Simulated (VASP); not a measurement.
# SrTiO3 (Tausonite) (Pm-3m) in VASP: settings compared

Aim: see how the results for SrTiO3 (Tausonite) move with the level of theory and the settings. Levels: r2SCAN, PBEsol, RPBE. Tasks: relaxation of cell and atoms.

All numbers are computed with VASP 6.6.1; they aren't measurements. Logs are shortened: lines on timing, memory, paths and dates and some standing lists are left out, and cuts for length are marked.

## (1) The structure

The structure is cubic, space group Pm-3m (No. 221). Conventional cell: a = 3.905 Å, b = 3.905 Å, c = 3.905 Å, α = 90.00°, β = 90.00°, γ = 90.00°. Sr (site symmetry m-3m) is surrounded by 12 O at 2.76 Å. Around Ti (site symmetry m-3m) lie 6 O at 1.95 Å. O (site symmetry 4/mmm) is surrounded by 2 Ti at 1.95 Å.

## (2) Relaxation of cell and atoms, r2SCAN

File INCAR:

```
SYSTEM = SrTiO3
PREC     = Accurate       ! precision mode
ENCUT    = 600            ! plane-wave cutoff, eV
EDIFF    = 1E-6           ! SCF threshold, eV
ISMEAR   = 0              ! smearing method
SIGMA    = 0.03           ! smearing width, eV
LREAL    = .FALSE.        ! projectors in reciprocal space
LASPH    = .TRUE.         ! aspherical terms in the spheres
NELM     = 80             ! most SCF steps
ALGO     = Normal         ! electronic algorithm
ISIF     = 3              ! what is computed and relaxed
LWAVE    = .FALSE.        ! write WAVECAR
LCHARG   = .FALSE.        ! write CHGCAR
METAGGA  = R2SCAN         ! meta-GGA
LMIXTAU  = .TRUE.       
IBRION   = 2              ! ionic algorithm
NSW      = 90             ! ionic steps
EDIFFG   = -0.01          ! ionic threshold
KPAR     = 2
```

File KPOINTS:

```
Automatic mesh
0
G
  8 8 8
  0 0 0
```

File POSCAR:

```
SrTiO3
1.0
    3.9052800000      0.0000000000      0.0000000000
    0.0000000000      3.9052800000      0.0000000000
    0.0000000000      0.0000000000      3.9052800000
Sr Ti O
1 1 3
Direct
    0.5000000000      0.5000000000      0.5000000000
    0.0000000000      0.0000000000      0.0000000000
    0.5000000000      0.0000000000      0.0000000000
    0.0000000000      0.5000000000      0.0000000000
    0.0000000000      0.0000000000      0.5000000000
```

Potentials or basis: VASP PAW PBE potentials, release 64 (Sr_sv, Ti_sv, O).

Started as:

```
cat potpaw_PBE.64/Sr_sv/POTCAR potpaw_PBE.64/Ti_sv/POTCAR potpaw_PBE.64/O/POTCAR > POTCAR
mpirun -np 2 vasp_std > vasp.out
```

OUTCAR:

```text
SYSTEM = SrTiO3
   PREC = Accurate
   ENCUT = 600
   EDIFF = 1E-6
   ISMEAR = 0
   LREAL = .FALSE.
   LASPH = .TRUE.
   NELM = 80
   ISIF = 3
   METAGGA = R2SCAN
   IBRION = 2
   NSW = 90
   EDIFFG = -0.01

 ion  position               nearest neighbor table
   1  0.500  0.500  0.500-   3 2.76   4 2.76   5 2.76   3 2.76   4 2.76   3 2.76   5 2.76   3 2.76
                             4 2.76   5 2.76   4 2.76   5 2.76   2 3.38   2 3.38   2 3.38   2 3.38
   2  0.000  0.000  0.000-   3 1.95   4 1.95   5 1.95   5 1.95   4 1.95   3 1.95   1 3.38   1 3.38
                             1 3.38   1 3.38   1 3.38   1 3.38   1 3.38   1 3.38
   3  0.500  0.000  0.000-   2 1.95   2 1.95   1 2.76   1 2.76   1 2.76   1 2.76
   4  0.000  0.500  0.000-   2 1.95   2 1.95   1 2.76   1 2.76   1 2.76   1 2.76
   5  0.000  0.000  0.500-   2 1.95   2 1.95   1 2.76   1 2.76   1 2.76   1 2.76

  LATTYP: Found a simple cubic cell.
 ALAT       =     3.9052800000

  Lattice vectors:

 A1 = (   3.9052800000,   0.0000000000,   0.0000000000)
 A2 = (   0.0000000000,   3.9052800000,   0.0000000000)
 A3 = (   0.0000000000,   0.0000000000,   3.9052800000)

Analysis of symmetry for initial positions (statically):
=====================================================================
 Subroutine PRICEL returns:
 Original cell was already a primitive cell.

 Routine SETGRP: Setting up the symmetry group for a
 simple cubic supercell.

 Subroutine GETGRP returns: Found 48 space group operations
 (whereof 48 operations were pure point group operations)
 out of a pool of 48 trial point group operations.

The static configuration has the point symmetry O_h .

Analysis of symmetry for dynamics (positions and initial velocities):
=====================================================================
 Subroutine PRICEL returns:
 Original cell was already a primitive cell.

 Routine SETGRP: Setting up the symmetry group for a
 simple cubic supercell.

 Subroutine GETGRP returns: Found 48 space group operations
 (whereof 48 operations were pure point group operations)
 out of a pool of 48 trial point group operations.

The dynamic configuration has the point symmetry O_h .

 Subroutine INISYM returns: Found 48 space group operations
 (whereof 48 operations are pure point group operations),
 and found     1 'primitive' translations

----------------------------------------------------------------------------------------

                                     Primitive cell

  volume of cell :      59.5603

  direct lattice vectors                    reciprocal lattice vectors
[... 106 lines left out ...]
   EMIN   =  10.00;   EMAX   =-10.00  energy-range for DOS
   EFERMI =   0.00;   METHOD = LEGACY
   ISMEAR =     0;   SIGMA  =   0.03  broadening in eV -4-tet -1-fermi 0-gaus
   EFERMI_NEDOS =   21; number of points for ismear=-14 and -15
   IALGO  =     38    algorithm
   IMIX   =      4    mixing-type and parameters
     AMIX     =   0.40;   BMIX     =  1.00
     AMIX_MAG =   1.60;   BMIX_MAG =  1.00
  volume/ion in A,a.u.               =      11.91        80.39
  Fermi-wavevector in a.u.,A,eV,Ry     =   1.433648  2.709203 27.964703  2.055348
  Thomas-Fermi vector in A             =   2.553143
   LORBIT       =      0    0 simple, 1 ext, 2 COOP (PROOUT), +10 PAW based schemes
   METAGGA = R2SCAN    functional components
   LHFCALC =     F    Hartree Fock is set to
   AEXX    =    0.0000 exact exchange contribution
   IVDW    =     0    specifies the selected vdW correction
   LEPSILON=     F    determine dielectric tensor
   LRPA    =     F    only Hartree local field effects (RPA)
 conjugate gradient relaxation of ions
 non-spin polarized calculation
 Gauss-broadening in eV      SIGMA  =   0.03
  energy-cutoff  :      600.00
  volume of cell :       59.56
 maximum number of plane-waves:      2008
 NGX is ok and might be reduce to    32
   NGX = 15   NGY = 15   NGZ = 15

--------------------------------------- Ionic step        1  -------------------------------------------

 number of electron      39.9999979 magnetization

 Free energy of the ion-electron system (eV)
  ---------------------------------------------------
  ext. energy  EPLUGINS =         0.00000000
  ---------------------------------------------------
  free energy    TOTEN  =       -63.33733910 eV

  energy without entropy =      -63.33733910  energy(sigma->0) =      -63.33733910

------------------------ aborting loop because EDIFF is reached ----------------------------------------

  FORCE on cell =-STRESS in cart. coord.  units (eV):
  Direction    XX          YY          ZZ          XY          YZ          ZX
  --------------------------------------------------------------------------------------
  -------------------------------------------------------------------------------------
  Total        0.3801845      0.3801845      0.3801845      0.0000000      0.0000000     -0.0000000
  in kB       10.2270044     10.2270044     10.2270044      0.0000000      0.0000000     -0.0000000
  external PRESSURE =      10.2270044 kB  Pullay stress =       0.0000000 kB
[... 65 lines left out ...]
--------------------------------------- Ionic step        3  -------------------------------------------

 number of electron      39.9999977 magnetization

 Free energy of the ion-electron system (eV)
  ---------------------------------------------------
  ext. energy  EPLUGINS =         0.00000000
  ---------------------------------------------------
  free energy    TOTEN  =       -63.33833658 eV

  energy without entropy =      -63.33833658  energy(sigma->0) =      -63.33833658

 E-fermi :   3.9375     XC(G=0): -11.9019

 val. band max:        3.8018251320   @ k =   0.5000   0.5000   0.5000
 cond. band min:       6.0676051371   @ k =   0.0000   0.0000   0.0000
 fundamental gap:      2.2657800051
 Fermi energy:         3.9375377727

 k-point     1 :       0.0000    0.0000    0.0000
  band No.  band energies     occupation
      1     -54.8949      2.00000
      2     -30.0884      2.00000
      3     -30.0884      2.00000
      4     -30.0884      2.00000
      5     -30.0837      2.00000
      6     -14.5963      2.00000
[... 637 lines left out ...]
     23       8.3472      0.00000
     24       9.8790      0.00000

 [... further k-points ...]

------------------------ aborting loop because EDIFF is reached ----------------------------------------

  FORCE on cell =-STRESS in cart. coord.  units (eV):
  Direction    XX          YY          ZZ          XY          YZ          ZX
  --------------------------------------------------------------------------------------
  -------------------------------------------------------------------------------------
  Total        0.0022308      0.0022308      0.0022308      0.0000000      0.0000000      0.0000000
  in kB        0.0596914      0.0596914      0.0596914      0.0000000      0.0000000      0.0000000
  external PRESSURE =       0.0596914 kB  Pullay stress =       0.0000000 kB
[... 20 lines left out ...]
  FREE ENERGIE OF THE ION-ELECTRON SYSTEM (eV)
  ---------------------------------------------------
  free  energy   TOTEN  =       -63.3383365839 eV

  energy  without entropy=      -63.3383365839  energy(sigma->0) =      -63.33833658

 reached required accuracy - stopping structural energy minimisation
```

CONTCAR:

```text
SrTiO3
   1.00000000000000
     3.9121963110695366   -0.0000000000000000   -0.0000000000000000
     0.0000000000000000    3.9121963110695366    0.0000000000000000
     0.0000000000000000    0.0000000000000000    3.9121963110695366
  Sr              Ti              O
     1     1     3
Direct
     0.5000000000000000    0.5000000000000000    0.5000000000000000
     0.0000000000000000    0.0000000000000000    0.0000000000000000
     0.5000000000000000    0.0000000000000000    0.0000000000000000
     0.0000000000000000    0.5000000000000000    0.0000000000000000
     0.0000000000000000    0.0000000000000000    0.5000000000000000

  0.00000000E+00  0.00000000E+00  0.00000000E+00
  0.00000000E+00  0.00000000E+00  0.00000000E+00
  0.00000000E+00  0.00000000E+00  0.00000000E+00
  0.00000000E+00  0.00000000E+00  0.00000000E+00
  0.00000000E+00  0.00000000E+00  0.00000000E+00
```

Run time: 2.3 min. Hardware: 2 MPI ranks of Intel Xeon Platinum 8559C (Emerald Rapids), shared host; peak memory 0.22 GiB.

Results:

- Free energy: -63.3383 eV
- Relaxed volume: 11.98 Å³/atom
- Relaxed cell: a = 3.912 Å, b = 3.912 Å, c = 3.912 Å, α = 90.00°, β = 90.00°, γ = 90.00°
- Space group after relaxing (to 0.05 Å): Pm-3m (No. 221)
- Energy gained by relaxing: 0.2 meV/atom
- Ionic steps: 3
- Pressure after relaxing: 0.0 GPa
- Band gap on the k mesh: 2.27 eV, indirect (least direct gap 2.65 eV)

The path:
| step | energy change (eV) | largest force (eV/Å) | pressure (GPa) | volume (Å³) |
| --- | --- | --- | --- | --- |
| 1 | 0.0000 | 0.0000 | 1.02 | 59.56 |
| 2 | 0.0001 | 0.0000 | -1.05 | 60.22 |
| 3 | -0.0010 | 0.0000 | 0.01 | 59.88 |

Final structure:
```yaml
crystal:
  lattice:
    - [3.91220, 0.00000, 0.00000]
    - [0.00000, 3.91220, 0.00000]
    - [0.00000, 0.00000, 3.91220]
  atoms:
    - { symbol: Sr, position: [0.50000, 0.50000, 0.50000] }
    - { symbol: Ti, position: [0.00000, 0.00000, 0.00000] }
    - { symbol: O, position: [0.50000, 0.00000, 0.00000] }
    - { symbol: O, position: [0.00000, 0.50000, 0.00000] }
    - { symbol: O, position: [0.00000, 0.00000, 0.50000] }
```

Levels at points of the mesh, in eV from the valence-band top:
| k point | band 16 | band 17 | band 18 | band 19 | band 20 | band 21 | band 22 | band 23 | band 24 |
| --- | --- | --- | --- | --- | --- | --- | --- | --- | --- |
| (0.00, 0.00, 0.00) | -1.20 | -1.20 | -0.39 | -0.39 | -0.39 | 2.27 | 2.27 | 2.27 | 4.56 |
| (0.50, 0.00, 0.00) | -2.35 | -2.35 | -1.99 | -0.77 | -0.77 | 2.43 | 4.15 | 4.15 | 4.57 |
| (0.50, 0.50, 0.00) | -2.84 | -1.80 | -1.60 | -1.60 | -0.09 | 4.16 | 4.16 | 4.64 | 5.60 |
| (0.50, 0.50, 0.50) | -3.78 | -3.78 | 0.00 | 0.00 | 0.00 | 4.85 | 4.85 | 4.85 | 7.61 |

Caveat: the PAW data sets were made with another functional, which shifts forces and pressure a little. r2SCAN opens gaps a little over a GGA but as a rule still falls short of measured ones.

(Part 1 of 3 ends here.)
